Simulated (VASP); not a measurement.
## Sr: single point with PBE

The system is Sr.

```
Sr
1.0
     4.26962    0.00000    0.00000
    -2.13481    3.69760    0.00000
     0.00000    0.00000    6.99868
Sr
2
Direct
  0.33333 0.66667 0.25000
  0.66667 0.33333 0.75000
```

This isn't the form of Sr at room conditions, which is fcc.

```yaml
Program: VASP 6.6.1
Task: single point
Functional: PBE
Potentials_or_basis: VASP PAW PBE potentials, release 64 (Sr_sv)
Cutoff: 520 eV
k_mesh: 11 × 11 × 6
Occupations: fermi-dirac, width 0.08 eV
Spin: no spin polarisation
```

```
Pressure               : 0.0 GPa
Band gap on the k mesh : none (metal or under the smearing width)
```

Levels at points of the mesh, in eV from the Fermi level:
| k point | band 7 | band 8 | band 9 | band 10 | band 11 | band 12 | band 13 | band 14 |
| --- | --- | --- | --- | --- | --- | --- | --- | --- |
| (0.00, 0.00, 0.00) | -18.51 | -18.51 | -3.64 | -1.14 | 0.05 | 2.29 | 2.30 | 2.30 |
| (0.00, 0.00, 0.50) | -18.52 | -18.52 | -2.71 | -2.71 | 1.27 | 1.27 | 2.30 | 2.30 |

Run time: 66 s on 1 thread of Intel(R) Xeon(R) Platinum 8488C (Sapphire Rapids), on a shared host, peak memory 0.27 GiB.
